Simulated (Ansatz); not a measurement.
Write the native input for Ansatz 0.2.0 that does the following.

```
Task                      : atomic charges
Functional                : PBE
Potentials or basis       : all-electron LAPW, point nuclei
Cutoff                    : 634 eV (chosen from the basis error)
Basis error allowed       : 0.0005 eV/atom
k mesh                    : 8 × 8 × 8
Occupations               : cold, width 0.01 eV
Spin                      : non-collinear spin, ferromagnetic start, spin-orbit coupling
Starting moments          : [[0.5, 0.0, 0.0]] μB
Hubbard terms             : Au d U = 5 eV
Start of the occupations  : auto
Double counting           : amf
Hubbard projectors        : ortho-atomic
Sphere radius (all atoms) : 1.007 Å
```

Au:

```
Au
1.0
     0.00000    2.03500    2.03500
     2.03500    0.00000    2.03500
     2.03500    2.03500    0.00000
Au
1
Direct
  0.00000 0.00000 0.00000
```

The input as run:

input.yaml

```yaml
crystal:
  lattice:
    - [0.0, 2.035, 2.035]
    - [2.035, 0.0, 2.035]
    - [2.035, 2.035, 0.0]
  atoms:
    - { symbol: Au, position: [0.0, 0.0, 0.0], spin: 0.5, spin_axis: [1.0, 0.0, 0.0] }
kpoints:
  mp_grid: { grid: [8, 8, 8] }
scf:
  occupations: { method: cold, width: 0.01 }
hamiltonian:
  xc: pbe
  pseudopotentials:
    kind: all_electron
    lapw: { basis_error: 0.0005, muffin_tin_radii: { Au: 1.007 } }
    nuclear_model: point
  hubbard:
    sites: [{ species: Au, l: d, u_eff: 5 }]
    double_counting: amf
    projectors: ortho-atomic
magnetization:
  noncollinear: true
  spin_orbit: true
output:
  forces: true
  stress: true
  eigenvalues: true
  populations: true
```

Potentials or basis: all-electron LAPW, point nuclei.

The run is started by

```bash
$ ansatz run input.yaml --threads 1 --pin off --max-ram 2560MiB --backend cpu --events-out ev --progress --plain --runs-dir out
```

It gave:

```
Pressure               : 10.4 GPa
Band gap on the k mesh : none (metal or under the smearing width)
Net moment             : 0.03 μB per cell
Absolute moment        : 0.03 μB per cell
```

Caveat: U is the effective U less J, on atomic orbitals that reach past the spheres; the k mesh is thin for a metal, which can move the energy by tens of meV per atom; the U is typed as a test and isn't derived for this compound; the starting moments weren't kept.

Wall time 5.1 min on 1 thread of Intel(R) Xeon(R) Platinum 8259CL CPU @ 2.50GHz (Skylake/Cascade Lake) (shared host), peak memory 0.79 GiB.
